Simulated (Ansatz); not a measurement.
Input of an Ansatz 0.2.0 run:

input.yaml

```yaml
crystal:
  lattice:
    - [0.0, 3.06065, 3.06065]
    - [3.06065, 0.0, 3.06065]
    - [3.06065, 3.06065, 0.0]
  atoms:
    - { symbol: Pb, position: [0.0, 0.0, 0.0] }
    - { symbol: Se, position: [0.5, 0.5, 0.5] }
kpoints:
  mp_grid: { grid: [8, 8, 8] }
scf:
  occupations: { method: gaussian, width: 0.05 }
hamiltonian:
  xc: pbesol
  pseudopotentials: { kind: all_electron, lapw: { basis_error: 0.001 } }
output:
  forces: true
  stress: true
  eigenvalues: true
```

Potentials or basis: all-electron LAPW, scalar-relativistic.

Run with:

```bash
$ ansatz run input.yaml --threads 1 --pin off --max-ram 3072MiB --backend cpu --events-out ev --progress --plain --runs-dir out
```

(1) Estimate the band gap on the k mesh.

(2) Predict the pressure.

Results:

(1) 0.20 eV, direct.

(2) -0.5 GPa.

Caveat: spin-orbit coupling is left out, which as a rule narrows the gap of such compounds by several tenths of an eV.

**What was measured.**

A printed reference work, monograph reports, for a bulk crystal of PbSe at 300 K: band gap 0.28 eV (direct).

Against the measured gap of PbSe, 0.28 eV (direct; 300 K; a printed reference work, monograph), the calculated 0.20 eV is off by -0.08 eV. 2 values of this kind are on record (0.15 to 0.28 eV); this one was drawn at random. Spin-orbit coupling on Pb, Se is left out. The value is that of PBEsol on a finite k mesh, which can miss the band edges, without temperature or zero-point motion. Semilocal functionals fall short of measured gaps as a rule.
